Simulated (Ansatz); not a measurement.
Crystal: Y.

```xyz
2
Lattice="3.6474 0.0000 0.0000 -1.8237 3.1587 0.0000 0.0000 0.0000 5.7306" Properties=species:S:1:pos:R:3 pbc="T T T"
Y     1.8237    1.0529    4.2980
Y     0.0000    2.1058    1.4326
```

| Quantity | Value |
| --- | --- |
| Program | Ansatz 0.2.0 |
| Task | relaxation of cell and atoms |
| Functional | BLYP |
| Potentials or basis | Ansatz PAW |
| Cutoff | 420 eV (not typed: the program's choice for these potentials) |
| k mesh | 8 × 8 × 5 |
| Occupations | fermi-dirac, width 0.05 eV |
| Spin | no spin polarisation |

At the start: volume 33.01 Å³/atom.

Q: Where does the relaxation end?

A: It ends after 5 steps and the volume is 33.76 Å³/atom (+2.3 %); space group P6_3/mmc (No. 194, to 0.05 Å).

The path:
| step | energy change (eV) | largest force (eV/Å) | volume (Å³) |
| --- | --- | --- | --- |
| 1 | 0.0000 | 0.0000 | 66.02 |
| 2 | -0.0044 | 0.0000 | 67.51 |
| 3 | -0.0045 | 0.0000 | 67.54 |
| 4 | -0.0045 | 0.0000 | 67.53 |
| 5 | -0.0046 | 0.0000 | 67.53 |

Final structure:
```yaml
crystal:
  lattice:
    - [3.68624, 0.00000, 0.00000]
    - [-1.84312, 3.19237, 0.00000]
    - [0.00000, 0.00000, 5.73813]
  atoms:
    - { symbol: Y, position: [0.66667, 0.33333, 0.75000] }
    - { symbol: Y, position: [0.33333, 0.66667, 0.25000] }
```

Caveat: the plane-wave basis is chosen anew once the cell has moved, so the energies of steps on either side of that aren't comparable; the PAW data sets come from PBE, with cores solved anew for the run's functional, which leaves a small shift of forces and pressure.
